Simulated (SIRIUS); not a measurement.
Ge:

```xyz
2
Lattice="0.0000 2.8289 2.8289 2.8289 0.0000 2.8289 2.8289 2.8289 0.0000" Properties=species:S:1:pos:R:3 pbc="T T T"
Ge    4.2434    4.2434    4.2434
Ge    2.8289    2.8289    2.8289
```

Base run:

```yaml
Program: SIRIUS 7.12.0
Functional: RPBE
Potentials_or_basis: PseudoDojo 0.4.1 PBE standard (scalar relativistic)
Cutoff: 1078 eV
Density_cutoff: 4311 eV
k_mesh: 8 × 8 × 8
Occupations: fermi-dirac, width 0.05 eV
Spin: no spin polarisation
```

Its results: band gap on the k mesh 0.20 eV; pressure 6.1 GPa.

**Question.** After a change of settings the same cell gave: band gap on the k mesh 0.00 eV; pressure 3.5 GPa. Which change was it?
A. functional from RPBE to PW91; libxc names from ["XC_GGA_X_RPBE", "XC_GGA_C_PBE"] to ["XC_GGA_X_PW91", "XC_GGA_C_PW91"]
B. functional from RPBE to KT2; libxc names from ["XC_GGA_X_RPBE", "XC_GGA_C_PBE"] to ["XC_GGA_XC_KT2"]
C. functional from RPBE to OLYP; libxc names from ["XC_GGA_X_RPBE", "XC_GGA_C_PBE"] to ["XC_GGA_X_OPTX", "XC_GGA_C_LYP"]
D. functional from RPBE to LDA; libxc names from ["XC_GGA_X_RPBE", "XC_GGA_C_PBE"] to ["XC_LDA_X", "XC_LDA_C_PW"]

**Answer.** A.

Caveats: the potentials were made for another functional, which shifts forces and pressure.
